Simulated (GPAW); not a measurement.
# W (Im-3m) in GPAW: further runs

Aim: see how the results for W move with the level of theory and the settings. Levels: LDA, PBEint, AM05. Tasks: band structure, equation of state.

Everything below comes from runs of GPAW 26.7.0. Logs are shortened: lines on timing, memory, paths and dates and some standing lists are left out, and cuts for length are marked. The log counts tension as positive stress, the text compression.

## (1) Starting point

It takes space group Im-3m (No. 229, cubic). The conventional cell has a = 3.165 Å, b = 3.165 Å, c = 3.165 Å, α = 90.00°, β = 90.00°, γ = 90.00°. W (site symmetry m-3m) has 8 W at 2.74 Å as nearest neighbours.

## (2) Band structure, LDA, spin-orbit coupling, no magnetisation

The input, run.py:

```python
import numpy as np
from ase import Atoms
from ase.dft.bandgap import bandgap
from ase.io import write
from ase.units import GPa
from gpaw import GPAW, PW
from gpaw.spinorbit import soc_eigenstates

atoms = Atoms(['W'],
              cell=[[-1.582345, 1.582345, 1.582345],
                    [1.582345, -1.582345, 1.582345],
                    [1.582345, 1.582345, -1.582345]],
              scaled_positions=[[0.0, 0.0, 0.0]],
              pbc=True)

calc = GPAW(mode=PW(600),
            xc='LDA',
            kpts={'size': (12, 12, 12), 'gamma': True},
            occupations={'name': 'fermi-dirac', 'width': 0.05},
            nbands=16,
            convergence={'density': 1e-05, 'energy': 1e-05},
            maxiter=150,
            txt='gpaw.txt')
atoms.calc = calc
energy = atoms.get_potential_energy()
forces = atoms.get_forces()
stress = atoms.get_stress()
calc.write('gs.gpw')
write('result.traj', atoms)
print(f'Energy: {energy:.6f} eV')
print('Forces (eV/A):')
print(forces.round(4))
print('Stress (GPa):', (stress / GPa).round(3))
print('Fermi level:', round(calc.get_fermi_level(), 4), 'eV')
print(f'Gap: {bandgap(calc)[0]:.4f} eV, direct: {bandgap(calc, direct=True)[0]:.4f} eV')

path = atoms.cell.bandpath('GHNGPH,PN', npoints=80, eps=1e-4)
bs_calc = calc.fixed_density(kpts=path, symmetry='off', nbands=24,
                             convergence={'bands': 'CBM+6.0', 'eigenstates': 1e-6}, txt='bands.txt')
bs = bs_calc.band_structure()
bs.write('bs.json')
print(f'Gap on the path: {bandgap(bs_calc)[0]:.4f} eV')

soc = soc_eigenstates(bs_calc, theta=0, phi=0)
np.savetxt('soc_bands.dat', soc.eigenvalues(), fmt='%.4f')
mesh = soc_eigenstates('gs.gpw', theta=0, phi=0)
np.savetxt('soc_mesh.dat', mesh.eigenvalues(), fmt='%.4f')
print('Fermi level with spin-orbit coupling:', round(mesh.fermi_level, 4), 'eV')
```

Potentials or basis: the program's PAW data sets (release 1.2.1) made for this functional, pw.

Launch:

```console
> OMP_NUM_THREADS=1 python run.py
```

gpaw.txt:

```text
__  _  _
 | _ |_)|_||  |
 |__||  | ||/\| - 26.7.0

Input parameters:
  mode=PW(ecut=600.0),
  convergence={'density': 1e-05, 'energy': 1e-05},
  kpts=MonkhorstPack(size=(12, 12, 12), gamma=True),
  maxiter=150,
  nbands=16,
  occupations=Occupations(name='fermi-dirac', width=0.05),
  xc=XC(name='LDA')

Diagonalizing LCAO Hamiltonian
Converting LCAO to pw mode

       W

Atoms  # Å, Bohr magnetons
|   | symbol |        x |        y |        z |    initial magnetic moments |
|---|--------|----------|----------|----------|-----------------------------|
| 0 |      W | 0.000000 | 0.000000 | 0.000000 | ( 0.0000,  0.0000,  0.0000) |

Unit cell  # Å
| periodic |         x |         y |         z |  lengths |     angles |
|----------|-----------|-----------|-----------|----------|------------|
|      yes | -1.582345 |  1.582345 |  1.582345 | 2.740702 | 109.471221 |
|      yes |  1.582345 | -1.582345 |  1.582345 | 2.740702 | 109.471221 |
|      yes |  1.582345 |  1.582345 | -1.582345 | 2.740702 | 109.471221 |

Number of symmetries: 48
Symmetry operations  # r_c * U_cc + t_c -> r_c
|    | kind |            matrix            |
|----|------|------------------------------|
|  0 |  σ   |  1, 1, 1,  0, 0,-1,  0,-1, 0 |
|  1 |  C4  |  1, 1, 1,  0, 0,-1, -1, 0, 0 |
|  2 |  C2  |  1, 1, 1,  0,-1, 0,  0, 0,-1 |
|  3 |  S6  |  1, 1, 1,  0,-1, 0, -1, 0, 0 |
|  4 |  S6  |  1, 1, 1, -1, 0, 0,  0, 0,-1 |
|  5 |  C4  |  1, 1, 1, -1, 0, 0,  0,-1, 0 |
|  6 |  E   |  1, 0, 0,  0, 1, 0,  0, 0, 1 |
|  7 |  σ   |  1, 0, 0,  0, 1, 0, -1,-1,-1 |
|  8 |  σ   |  1, 0, 0,  0, 0, 1,  0, 1, 0 |
|  9 |  C3  |  1, 0, 0,  0, 0, 1, -1,-1,-1 |
| 10 |  C3  |  1, 0, 0, -1,-1,-1,  0, 1, 0 |
| 11 |  σ   |  1, 0, 0, -1,-1,-1,  0, 0, 1 |
| 12 |  σ   |  0, 1, 0,  1, 0, 0,  0, 0, 1 |
| 13 |  C2  |  0, 1, 0,  1, 0, 0, -1,-1,-1 |
| 14 |  C3  |  0, 1, 0,  0, 0, 1,  1, 0, 0 |
| 15 |  S4  |  0, 1, 0,  0, 0, 1, -1,-1,-1 |
| 16 |  S4  |  0, 1, 0, -1,-1,-1,  1, 0, 0 |
| 17 |  C3  |  0, 1, 0, -1,-1,-1,  0, 0, 1 |
| 18 |  C3  |  0, 0, 1,  1, 0, 0,  0, 1, 0 |
| 19 |  S4  |  0, 0, 1,  1, 0, 0, -1,-1,-1 |
| 20 |  σ   |  0, 0, 1,  0, 1, 0,  1, 0, 0 |
| 21 |  C3  |  0, 0, 1,  0, 1, 0, -1,-1,-1 |
| 22 |  C2  |  0, 0, 1, -1,-1,-1,  1, 0, 0 |
| 23 |  S4  |  0, 0, 1, -1,-1,-1,  0, 1, 0 |
| 24 |  C4  |  0, 0,-1,  1, 1, 1,  0,-1, 0 |
| 25 |  σ   |  0, 0,-1,  1, 1, 1, -1, 0, 0 |
| 26 |  S6  |  0, 0,-1,  0,-1, 0,  1, 1, 1 |
| 27 |  C2  |  0, 0,-1,  0,-1, 0, -1, 0, 0 |
| 28 |  C4  |  0, 0,-1, -1, 0, 0,  1, 1, 1 |
| 29 |  S6  |  0, 0,-1, -1, 0, 0,  0,-1, 0 |
| 30 |  S6  |  0,-1, 0,  1, 1, 1,  0, 0,-1 |
| 31 |  C4  |  0,-1, 0,  1, 1, 1, -1, 0, 0 |
| 32 |  C4  |  0,-1, 0,  0, 0,-1,  1, 1, 1 |
| 33 |  S6  |  0,-1, 0,  0, 0,-1, -1, 0, 0 |
| 34 |  σ   |  0,-1, 0, -1, 0, 0,  1, 1, 1 |
| 35 |  C2  |  0,-1, 0, -1, 0, 0,  0, 0,-1 |
| 36 |  C2  | -1, 0, 0,  1, 1, 1,  0, 0,-1 |
| 37 |  S6  | -1, 0, 0,  1, 1, 1,  0,-1, 0 |
| 38 |  S6  | -1, 0, 0,  0, 0,-1,  1, 1, 1 |
| 39 |  C2  | -1, 0, 0,  0, 0,-1,  0,-1, 0 |
| 40 |  C2  | -1, 0, 0,  0,-1, 0,  1, 1, 1 |
| 41 |  i   | -1, 0, 0,  0,-1, 0,  0, 0,-1 |
| 42 |  S4  | -1,-1,-1,  1, 0, 0,  0, 1, 0 |
| 43 |  C3  | -1,-1,-1,  1, 0, 0,  0, 0, 1 |
| 44 |  C3  | -1,-1,-1,  0, 1, 0,  1, 0, 0 |
| 45 |  σ   | -1,-1,-1,  0, 1, 0,  0, 0, 1 |
| 46 |  S4  | -1,-1,-1,  0, 0, 1,  1, 0, 0 |
| 47 |  C2  | -1,-1,-1,  0, 0, 1,  0, 1, 0 |

BZ-sampling:
  Number of BZ points: 1728
  Number of IBZ points: 72

  Monkhorst-Pack size: [12, 12, 12]
  Monkhorst-Pack shift: [0.041666666666666664, 0.041666666666666664, 0.041666666666666664]

K-points  # in reciprocal-cell coordinates
|     |                                coordinates |     weight |
|-----|--------------------------------------------|------------|
|   0 | ( -0.00000000,  -0.00000000,  -0.00000000) | 0.00057870 |
|   1 | (  0.08333333,  -0.00000000,  -0.00000000) | 0.00694444 |
|   2 | (  0.08333333,   0.08333333,  -0.08333333) | 0.00347222 |
|   3 | (  0.16666667,  -0.00000000,  -0.08333333) | 0.01388889 |
|   4 | (  0.16666667,  -0.00000000,  -0.00000000) | 0.00694444 |
|   5 | (  0.16666667,   0.08333333,  -0.08333333) | 0.01388889 |
|   6 | (  0.16666667,   0.16666667,  -0.16666667) | 0.00347222 |
|   7 | (  0.25000000,  -0.08333333,  -0.08333333) | 0.00462963 |
|   8 | (  0.25000000,  -0.00000000,  -0.08333333) | 0.02777778 |
|   9 | (  0.25000000,  -0.00000000,  -0.00000000) | 0.00694444 |
| ... |                                            |            |
|  71 | (  0.50000000,   0.50000000,   0.50000000) | 0.00057870 |

Plane wave coefficients: 543
Cutoff: 600.0 eV

Spin-components: 1 (collinear spins)
Bands:           16
Projectors:      6
Spin-degeneracy: 2
Datatype:        complex128

Parallelization:
  kpt:    1
  domain: 1
  band:   1

Density:
  Valence electrons: 14.0
  Components: 1
  Grid points: [16 16 16]
  Charge: 0.0  # |e|

Potential:
  Grid points: [16 16 16]

species:
  W:
    name:    Tungsten
    Z:       74.0
    valence: 14
    core:    60
    charge:  0.0  # [|e|]
    compensation charges:
      type: gauss
      rc: 0.40  # [Å]
      lmax: 2
    cutoffs:
      filter: 2.36  # [Å]
      core: 3.02  # [Å]
    projectors
    | kind |    occ | energy [eV] | rcut [Å] |
    |------|--------|-------------|----------|
    |   5s |  2.000 |     -79.053 |    1.344 |
    |   6s |  2.000 |      -5.886 |    1.344 |
    |   5p |  6.000 |     -43.417 |    1.355 |
    |   6p |  0.000 |      -1.469 |    1.355 |
    |   5d |  4.000 |      -4.693 |    1.228 |
    |    d |        |      22.518 |    1.228 |

    Using partial waves for W as LCAO basis

Reference energy: -438516.106214  # eV

eigensolver:
  PPCG
  Converge bands: occupied
  niter=2

density mixing:
  MSR1-Mixer
  Pratt-step length: 0.05
  Maximum mixing coefficient: 0.75
  Old densities: 10
  SVD Regularization: 0.005
  Good broyden scale: 1.0
  Trust region scale: 1.0
  Backstep threshold: 4.0
  History deletion threshold: 6.0
  Fourier metric: weight=20.0, sigma=0.015

occupation numbers:
  Fermi-Dirac:
    width: 0.0500  # eV

poisson solver:
  ecut: 4800.0  # eV

xc functional:
  name: None

convergence criteria:
- Maximum integral of absolute [dens]ity change: 1e-05 electrons / valence electron
- Maximum [total energy] change in last 3 cyles: 1e-05 eV / valence electron
- Maximum integral of absolute [eigenst]ate change: 4e-08 eV^2 / valence electron
maximum number of iterations: 150

SCF iterations
|iter     | |      energy | eigst |  dens |
|---------|-|-------------|-------|-------|
|iter:   1| |  -13.064867 | -0.14 |       |
|iter:   2| |  -13.021236 | -3.28 | -1.23 |
|iter:   3| |  -12.795957 | -2.20 | -1.26 |
|iter:   4| |  -12.796380 | -4.12 | -1.98 |
|iter:   5| |  -12.796886 | -5.00 | -2.34 |
|iter:   6| |  -12.796888 | -7.02 | -3.79 |
|iter:   7| |  -12.796888c| -8.42c| -4.14 |
|iter:   8| |  -12.796888c| -8.80c| -5.39c|

Converged in 8 steps
Energy contributions relative to reference atoms: (reference = -438516.106214)

Energy contributions:
  Kinetic:           4.479784
  Coulomb:          -6.240093
  Zero:             -0.058305
  External:          0.000000
  Xc:              -10.975617
  Entropy:          -0.005316
  Spinorbit:         0.000000
  ----------------------------
  Free energy:     -12.799546
  Extrapolated:    -12.796888

dipole moment: (-5.917957, -5.917957, -5.917957)  # |e|*Ang

Fermi level: 14.211
Eigenvalues  # (at kpt = [-0.000, -0.000, -0.000])
| band index |      eig [eV] | occ [0-2] |
|------------|---------------|-----------|
|          0 |       -59.673 |     2.000 |
|          1 |       -23.484 |     2.000 |
|          2 |       -23.484 |     2.000 |
|          3 |       -23.484 |     2.000 |
|          4 |         4.724 |     2.000 |
|          5 |        13.024 |     2.000 |
|          6 |        13.024 |     2.000 |
|          7 |        13.024 |     2.000 |
|          8 |        16.455 |     0.000 |
|          9 |        16.455 |     0.000 |
|         10 |        29.136 |     0.000 |
|         11 |        29.136 |     0.000 |
|         12 |        29.136 |     0.000 |
|         13 |        41.245 |     0.000 |
|         14 |        41.245 |     0.000 |
|         15 |        44.120 |     0.000 |

No gap
No difference between direct/indirect transitions

Forces  # eV/Ang
|        x |       y |       z |
|----------|---------|---------|
| -0.00000 | 0.00000 | 0.00000 |  # W    0

Stress tensor  # eV/Ang^3
|         x |         y |        z |
|-----------|-----------|----------|
|  0.061517 | -0.000000 | 0.000000 |
| -0.000000 |  0.061517 | 0.000000 |
|  0.000000 |  0.000000 | 0.061517 |

# Writing to gs.gpw (mode='')
```

stdout:

```text
Energy: -12.796888 eV
Forces (eV/A):
[[-0.  0.  0.]]
Stress (GPa): [ 9.856  9.856  9.856  0.     0.    -0.   ]
Fermi level: 14.2111 eV
Gap: 0.0000 eV, direct: 0.0000 eV
Gap on the path: 0.0000 eV
Fermi level with spin-orbit coupling: 14.2781 eV
```

bands.txt:

```text
Diagonalizing LCAO Hamiltonian
Converting LCAO to pw mode
convergence criteria:
- Maximum integral of absolute [eigenst]ate change: 1e-06 eV^2 / valence electron
maximum number of iterations: 150

SCF iterations
|iter     | |      energy | eigst |  dens |
|---------|-|-------------|-------|-------|
|iter:   1| |             | -0.19 |       |
[... 83 lines left out ...]
         [ 0.19444444,  0.19444444,  0.30555556],
         [ 0.16666667,  0.16666667,  0.33333333],
         [ 0.13888889,  0.13888889,  0.36111111],
         [ 0.11111111,  0.11111111,  0.38888889],
         [ 0.08333333,  0.08333333,  0.41666667],
         [ 0.05555556,  0.05555556,  0.44444444],
         [ 0.02777778,  0.02777778,  0.47222222],
         [ 0.        ,  0.        ,  0.5       ]])),
  maxiter=150,
  nbands=24,
  occupations=Occupations(name='fermi-dirac', width=0.05),
  symmetry=Symmetry(point_group=False, time_reversal=False),
  xc=XC(name='LDA')
```

Run time: 14 s. Hardware: 1 thread of Intel Xeon Platinum 8488C (Sapphire Rapids), shared host; peak memory 0.25 GiB.

Results:

```yaml
Free_energy: -12.7995 eV
Pressure: -9.9 GPa
Band_gap_along_the_path: none (metal or under the smearing width)
```

Levels at the corners of the path, in eV from the Fermi level:
```tsv
point	band 11	band 12	band 13	band 14	band 15	band 16	band 17	band 18
Γ	-1.47	-1.47	-1.47	-1.47	-0.93	-0.93	2.22	2.22
H	-5.84	-5.84	4.88	4.88	4.88	4.88	5.66	5.66
N	-3.60	-3.60	0.87	0.87	2.04	2.04	3.03	3.03
Γ	-1.47	-1.47	-1.47	-1.47	-0.93	-0.93	2.22	2.22
P	-2.65	-2.65	-2.65	-2.65	3.20	3.20	3.20	3.20
H	-5.84	-5.84	4.88	4.88	4.88	4.88	5.66	5.66
P	-2.65	-2.65	-2.65	-2.65	3.20	3.20	3.20	3.20
N	-3.60	-3.60	0.87	0.87	2.04	2.04	3.03	3.03
```

Caveat: spin-orbit coupling was added after a scalar SCF, so levels and gaps hold it while energy, forces, pressure and moments don't; this program's spin-orbit splittings come out too wide for heavy elements.

## (3) Band structure, PBEint, spin-orbit coupling, no magnetisation

run.py, as its differences from that of step 2:

```diff
@@ -1,18 +1,14 @@
 import numpy as np
-from ase import Atoms
 from ase.dft.bandgap import bandgap
-from ase.io import write
+from ase.io import read, write
 from ase.units import GPa
-from gpaw import GPAW, PW
+from gpaw import GPAW, PW, setup_paths
 from gpaw.spinorbit import soc_eigenstates
 
-atoms = Atoms(['W'],
-              cell=[[-1.582345, 1.582345, 1.582345],
-                    [1.582345, -1.582345, 1.582345],
-                    [1.582345, 1.582345, -1.582345]],
-              scaled_positions=[[0.0, 0.0, 0.0]],
-              pbc=True)
+setup_paths.insert(0, '.')
+
+atoms = read('W.cif')
 
 calc = GPAW(mode=PW(600),
-            xc='LDA',
+            xc='GGA_X_PBEINT+GGA_C_PBEINT',
             kpts={'size': (12, 12, 12), 'gamma': True},
```

The input, W.cif:

```cif
data_W
_cell_length_a 2.74070194
_cell_length_b 2.74070194
_cell_length_c 2.74070194
_cell_angle_alpha 109.47122063
_cell_angle_beta 109.47122063
_cell_angle_gamma 109.47122063
_space_group_name_H-M_alt 'P1'
_space_group_name_Hall 'P 1'
_space_group_IT_number 1
loop_
_space_group_symop_operation_xyz
'x,y,z'
loop_
_atom_site_label
_atom_site_type_symbol
_atom_site_symmetry_multiplicity
_atom_site_Wyckoff_symbol
_atom_site_fract_x
_atom_site_fract_y
_atom_site_fract_z
_atom_site_occupancy
W1 W 1 a 0.0000000000 0.0000000000 0.0000000000 1
```

Potentials or basis: PAW data sets generated in the run's folder for this functional, pw.

Launch:

```console
> gpaw-setup -f GGA_X_PBEINT+GGA_C_PBEINT W
> OMP_NUM_THREADS=1 python run.py
```

It took 16 s on 1 thread of Intel Xeon Platinum 8488C (Sapphire Rapids), shared host; peak memory 0.25 GiB.

Results (log left out):

| Item | Value |
| --- | --- |
| Free energy | -12.2196 eV |
| Pressure | -1.2 GPa |
| Band gap along the path | none (metal or under the smearing width) |

Levels at the corners of the path, in eV from the Fermi level:
```csv
point,band 11,band 12,band 13,band 14,band 15,band 16,band 17,band 18
Γ,-1.41,-1.41,-1.41,-1.41,-0.87,-0.87,2.30,2.30
H,-5.82,-5.82,4.94,4.94,4.94,4.94,5.72,5.72
N,-3.55,-3.55,0.77,0.77,2.13,2.13,3.14,3.14
Γ,-1.41,-1.41,-1.41,-1.41,-0.87,-0.87,2.30,2.30
P,-2.65,-2.65,-2.65,-2.65,3.31,3.31,3.31,3.31
H,-5.82,-5.82,4.94,4.94,4.94,4.94,5.72,5.72
P,-2.65,-2.65,-2.65,-2.65,3.31,3.31,3.31,3.31
N,-3.55,-3.55,0.77,0.77,2.13,2.13,3.14,3.14
```

Caveat: spin-orbit coupling was added after a scalar SCF, so levels and gaps hold it while energy, forces, pressure and moments don't; this program's spin-orbit splittings come out too wide for heavy elements.

## (4) Equation of state, AM05

The input, run.py:

```python
from ase.eos import EquationOfState
from ase.io import Trajectory, read
from ase.units import GPa
from gpaw import GPAW, PW, setup_paths

setup_paths.insert(0, '.')

atoms = read('W.xyz')

traj = Trajectory('eos.traj', 'w')
volumes, energies = [], []
for x in [0.94, 0.96, 0.98, 1.0, 1.02, 1.04, 1.06]:
    a = atoms.copy()
    a.set_cell(atoms.cell * x**(1 / 3), scale_atoms=True)
    calc = GPAW(mode=PW(600),
                xc='AM05',
                kpts={'size': (12, 12, 12), 'gamma': True},
                occupations={'name': 'fermi-dirac', 'width': 0.05},
                nbands=16,
                convergence={'density': 1e-05, 'energy': 1e-05},
                maxiter=150,
                txt=f'eos-{x:.2f}.txt')
    a.calc = calc
    energies.append(a.get_potential_energy(force_consistent=True))
    volumes.append(a.get_volume())
    p = -a.get_stress()[:3].mean() / GPa
    calc.write(f'eos-{x:.2f}.gpw')
    traj.write(a)
    print(f'{x:.2f} {volumes[-1]:10.4f} A^3 {energies[-1]:14.6f} eV {p:9.3f} GPa', flush=True)

v0, e0, B = EquationOfState(volumes, energies, eos='birchmurnaghan').fit()
print(f'V0 = {v0:.4f} A^3, E0 = {e0:.6f} eV, B0 = {B / GPa:.2f} GPa')
```

The input, W.xyz:

```xyz
1
Lattice="-1.5823450000 1.5823450000 1.5823450000 1.5823450000 -1.5823450000 1.5823450000 1.5823450000 1.5823450000 -1.5823450000" Properties=species:S:1:pos:R:3 pbc="T T T"
W      0.0000000000      0.0000000000      0.0000000000
```

Launch:

```console
> gpaw-setup -f AM05 W
> OMP_NUM_THREADS=1 python run.py
```

It took 53 s on 1 thread of Intel Xeon Platinum 8488C (Sapphire Rapids), shared host; peak memory 0.22 GiB.

Results (log left out):

```
Equilibrium volume                      : 15.61 Å³/atom
Bulk modulus                            : 321 GPa
Pressure derivative of the bulk modulus : 3.8
```

Energy against volume, from the lowest point:
| volume (Å³/atom) | energy (meV/atom) |
| --- | --- |
| 14.897 | 34.62 |
| 15.214 | 10.03 |
| 15.531 | 0.00 |
| 15.848 | 3.20 |
| 16.165 | 18.43 |
| 16.482 | 44.56 |
| 16.798 | 80.57 |

Spin-orbit coupling is left out, which matters for the levels of W.

## (5) Summary

```csv
task,level,potentials or basis,spin,band path,band points,spin axis theta (degrees),spin axis phi (degrees),soc after scf,pressure (GPa)
band structure,LDA,"the program's PAW data sets (release 1.2.1) made for this functional, pw","SOC, no magnetisation","GHNGPH,PN",80,0,0,second variation,-9.9
band structure,PBEint,"PAW data sets generated in the run's folder for this functional, pw","SOC, no magnetisation","GHNGPH,PN",80,0,0,second variation,-1.2
equation of state,AM05,"PAW data sets generated in the run's folder for this functional, pw",off,-,-,-,-,-,-
```

Alike in all rows: cell as given; k mesh 12 × 12 × 12; cutoff (eV) 600; smearing fermi-dirac 0.05 eV.

Caveats: spin-orbit coupling was added after a scalar SCF, so levels and gaps hold it while energy, forces, pressure and moments don't (some runs); this program's spin-orbit splittings come out too wide for heavy elements (some runs).

Total energies depend on the potentials used, so only differences within one code and one set of settings carry meaning.
